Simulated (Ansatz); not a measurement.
Write the native input for Ansatz 0.2.0 that does the following.

* Task: single point
* Functional: PBE
* Potentials or basis: Ansatz PAW
* Cutoff: 420 eV (not typed: the program's choice for these potentials)
* k mesh: 7 × 7 × 7
* Occupations: fermi-dirac, width 0.05 eV
* Spin: no spin polarisation

RbCl:

```
CELL_PARAMETERS angstrom
0.00000 3.27400 3.27400
3.27400 0.00000 3.27400
3.27400 3.27400 0.00000
ATOMIC_POSITIONS crystal
Rb 0.98821 0.00202 0.00602
Cl 0.48568 0.49733 0.50592
```

The cell isn't the ideal one: atoms moved at random, drawn with an rms of 0.05 Å.

These files were run (other wordings do the same):

input.yaml

```yaml
crystal:
  lattice:
    - [0.0, 3.274, 3.274]
    - [3.274, 0.0, 3.274]
    - [3.274, 3.274, 0.0]
  atoms:
    - { symbol: Rb, position: [-0.011786, 0.00202, 0.006022] }
    - { symbol: Cl, position: [0.485676, 0.497328, 0.50592] }
hamiltonian:
  xc: pbe
  pseudopotentials: { kind: paw }
kpoints:
  mp_grid: { grid: [7, 7, 7] }
scf:
  occupations: { method: fermi_dirac, width: 0.05 }
output:
  forces: true
  stress: true
  eigenvalues: true
```

Potentials or basis: Ansatz PAW.

The run is started by

```bash
$ ansatz run input.yaml --threads 1 --pin off --max-ram 2560MiB --backend cpu --events-out ev --progress --plain --runs-dir out
```

Results of the run:

- Pressure: 1.2 GPa
- Largest force: 0.040 eV/Å
- Band gap on the k mesh: 5.05 eV, direct

Caveat: odd divisions of the mesh miss points on the zone boundary, where band edges often lie, so the gap on the mesh can be too wide.

Wall time 17 s on 1 thread of Arm Neoverse V1, with other jobs on the host, peak memory 0.42 GiB.
